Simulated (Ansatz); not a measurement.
Structure: ZrSe₂, CdI2 type, at its r2SCAN+rVV10 minimum. Space group P-3m1 (No. 164), trigonal; a = 3.788 Å, c = 6.180 Å in the conventional setting, 25.60 Å³ an atom. Zr has 6 Se at 2.69 Å; Se has 3 Zr at 2.69 Å.

```
Zr Se
1.0
     3.78811    0.00000    0.00000
    -1.89406    3.28060    0.00000
     0.00000    0.00000    6.18006
Zr Se
1 2
Direct
  0.00000 0.00000 0.00000
  0.33333 0.66667 0.25381
  0.66667 0.33333 0.74619
```

3 runs of the plane-wave code Ansatz on this cell differ in the functional (and in the settings that go with it). Levels are in eV from each run's valence top; v1 is the last filled band, c1 the first empty one.

Run A, mean stress +0.9 GPa (compression positive):
```tsv
point	v2	v1	c1	c2
Γ	-0.06	0.00	1.35	1.35
M	-2.25	-1.42	0.81	2.87
K	-2.39	-1.82	2.08	2.91
A	-0.25	-0.25	1.32	1.32
```

Run B, mean stress +0.3 GPa (compression positive):
```tsv
point	v2	v1	c1	c2
Γ	-0.04	0.00	2.44	2.44
M	-2.52	-1.58	1.81	4.16
K	-2.68	-2.09	3.24	4.18
A	-0.24	-0.24	2.41	2.41
```

Run C, mean stress +0.3 GPa (compression positive):
```tsv
point	v2	v1	c1	c2
Γ	-0.05	0.00	1.79	1.79
M	-2.45	-1.55	1.15	3.47
K	-2.61	-2.03	2.56	3.48
A	-0.25	-0.25	1.76	1.76
```

Question: Match the runs to r2SCAN, HSE06, PBE0.

Answer: A is r2SCAN, B is PBE0, C is HSE06. In order of the gap: r2SCAN 0.61, HSE06 0.95, PBE0 1.60 eV.

No spin polarisation and no zero-point or thermal motion.

The runs are scalar-relativistic, without spin-orbit coupling.

The program warns that its thresholds are loose for a hybrid's stress.

The meshes of the hybrids are coarse, so their gaps aren't converged to the digits shown.
